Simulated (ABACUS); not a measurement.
Here is an ABACUS 3.10.1 calculation.

run_abacus.py

```python
"""ABACUS run from a structure file: ASE reads it, the script writes STRU, KPT and INPUT."""
import re
import subprocess
from ase.io import read
from ase.units import Bohr

atoms = read("BaZrO3.cif")
atoms = atoms[(-atoms.numbers).argsort(kind="stable")]  # ABACUS lists atoms element by element
pseudo = {'Ba': 'Ba.upf', 'Zr': 'Zr.upf', 'O': 'O.upf'}
orbital = {}
magmoms = None
kmesh = [5, 5, 5]
params = {
    'suffix': 'BaZrO3',
    'calculation': 'scf',
    'basis_type': 'pw',
    'pseudo_dir': './',
    'symmetry': 1,
    'dft_functional': 'pbesol',
    'ecutwfc': 84,
    'pseudo_rcut': 7,
    'nspin': 1,
    'nbands': 30,
    'ks_solver': 'dav',
    'smearing_method': 'fd',
    'smearing_sigma': 0.00367493,
    'scf_thr': 1e-08,
    'scf_nmax': 100,
    'mixing_type': 'broyden',
    'mixing_beta': 0.7,
    'cal_force': 1,
    'cal_stress': 1,
    'out_chg': 1,
    'out_pot': 2,
    'out_elf': 1,
}

symbols = atoms.get_chemical_symbols()
elements = list(dict.fromkeys(symbols))
lines = ["ATOMIC_SPECIES"] + [f"{e} {atoms.get_masses()[symbols.index(e)]:.4f} {pseudo[e]}" for e in elements]
if orbital:
    lines += ["", "NUMERICAL_ORBITAL"] + [orbital[e] for e in elements]
lines += ["", "LATTICE_CONSTANT", f"{1 / Bohr:.10f}", "", "LATTICE_VECTORS"]
lines += [" ".join(f"{x:.10f}" for x in v) for v in atoms.cell]
lines += ["", "ATOMIC_POSITIONS", "Direct"]
for e in elements:
    lines += ["", e, "0.0", str(symbols.count(e))]
    for i, p in enumerate(atoms.get_scaled_positions(wrap=False)):
        if symbols[i] == e:
            mag = "" if magmoms is None else " mag " + " ".join(str(x) for x in (magmoms[i] if isinstance(magmoms[i], list) else [magmoms[i]]))
            lines.append(" ".join(f"{x:.10f}" for x in p) + " 1 1 1" + mag)
open("STRU", "w").write("\n".join(lines) + "\n")
open("KPT", "w").write("K_POINTS\n0\nGamma\n%d %d %d 0 0 0\n" % tuple(kmesh))
open("INPUT", "w").write("INPUT_PARAMETERS\n" + "".join(f"{k:<20s}{v}\n" for k, v in params.items()))

done = subprocess.run(['mpirun', '-np', '4', 'abacus'])
if done.returncode:
    raise SystemExit(done.returncode)
log = open("OUT.BaZrO3/running_scf.log").read()
print("final energy (eV):", re.findall(r"FINAL_ETOT_IS (\S+)", log))
```

BaZrO3.cif

```cif
data_BaZrO3
_cell_length_a 4.19134000
_cell_length_b 4.19134000
_cell_length_c 4.19134000
_cell_angle_alpha 90.00000000
_cell_angle_beta 90.00000000
_cell_angle_gamma 90.00000000
_space_group_name_H-M_alt 'P1'
_space_group_name_Hall 'P 1'
_space_group_IT_number 1
loop_
_space_group_symop_operation_xyz
'x,y,z'
loop_
_atom_site_label
_atom_site_type_symbol
_atom_site_symmetry_multiplicity
_atom_site_Wyckoff_symbol
_atom_site_fract_x
_atom_site_fract_y
_atom_site_fract_z
_atom_site_occupancy
Ba1 Ba 1 a 0.0000000000 0.0000000000 0.0000000000 1
Zr1 Zr 1 a 0.5000000000 0.5000000000 0.5000000000 1
O1 O 1 a 0.5000000000 0.5000000000 0.0000000000 1
O2 O 1 a 0.5000000000 0.0000000000 0.5000000000 1
O3 O 1 a 0.0000000000 0.5000000000 0.5000000000 1
```

Potentials or basis: PseudoDojo NC SR 0.4.1 PBE standard, plane waves.

Run with:

```console
$ OMP_NUM_THREADS=1 python run_abacus.py > log
```

Question: What does it give for the pressure?

Answer: -0.7 GPa.

Question: Predict the band gap on the k mesh.

Answer: 3.23 eV, indirect (least direct gap 3.33 eV).

Caveat: this release of the barium file is off; the potentials were made for another functional, which shifts forces and pressure; spin-orbit coupling is left out, which moves the levels of the heavy elements; an odd mesh through Γ misses points on the zone boundary, where band edges often lie.
